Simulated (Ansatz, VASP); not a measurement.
# One calculation of BN, two programs

INCAR

```
SYSTEM = BN
PREC = Accurate
ENCUT = 480
EDIFF = 1E-6
ISMEAR = -1
SIGMA = 0.05
LREAL = .FALSE.
LASPH = .TRUE.
NELM = 80
ALGO = Normal
ISIF = 3
LWAVE = .FALSE.
LCHARG = .FALSE.
GGA = PE
IBRION = 2
NSW = 40
EDIFFG = -0.005
```

KPOINTS

```
regular mesh
0
G
  12 12 12
  0 0 0
```

Contents of POSCAR:

```
BN
1.0
    1.2511217832      0.7223354983      3.3729344033
   -1.2511217832      0.7223354983      3.3729344033
    0.0000000000     -1.4446709966      3.3729344033
N B
1 1
Direct
    0.6672382000      0.6672382000      0.6672382000
    0.0003288000      0.0003288000      0.0003288000
```

Contents of input.yaml:

```yaml
crystal:
  lattice:
    - [1.2511217832, 0.7223354983, 3.3729344033]
    - [-1.2511217832, 0.7223354983, 3.3729344033]
    - [0.0, -1.4446709966, 3.3729344033]
  atoms:
    - { symbol: "N", position: [0.6672382, 0.6672382, 0.6672382] }
    - { symbol: B, position: [0.0003288, 0.0003288, 0.0003288] }
hamiltonian:
  xc: pbe
  pseudopotentials: { kind: paw }
kpoints:
  mp_grid: { grid: [12, 12, 12] }
scf:
  occupations: { method: fermi_dirac, width: 0.05 }
output:
  forces: true
  stress: true
  eigenvalues: true
  write_density: true
  write_potential: true
  elf: true
  volumetric_format: npy
relax:
  f_tol: 0.01
  max_steps: 40
  cell: { stress_tol: 0.05 }
```

The cell is a database's computed one.

Alike in both runs: task relaxation of cell and atoms; functional PBE; k mesh 12 × 12 × 12; occupations fermi-dirac, width 0.05 eV; no spin polarisation.

```csv
,VASP,Ansatz
version,VASP 6.6.1,Ansatz 0.2.0
potentials or method,"VASP PAW PBE potentials, release 64 (N_s, B_s)",Ansatz PAW
plane-wave cutoff (eV),480,420
valence electrons in the cell,8,8
```

```tsv
	VASP	Ansatz	Ansatz less VASP
gap on the k mesh at the Fermi level, each at its own relaxed structure (eV)	4.47	4.39	-0.081
relaxed volume (Å³/atom)	10.54	11.42	+0.883
relaxed cell length with the largest relative difference (Å)	4.112	4.424	+0.3120
energy change over the relaxation (meV/atom)	-8	-11	-3.5
```

One of these differences is far larger than is usual between the two programs; its cause wasn't traced.

Caveats: the volume moved by over 15 % at a fixed basis, so the end points are rough; the plane-wave basis is chosen anew once the cell has moved, so the energies of steps on either side of that aren't comparable (Ansatz); the pressure holds a Pulay correction of +0.5 GPa for the finite cutoff (Ansatz). A k mesh can miss the band edges.
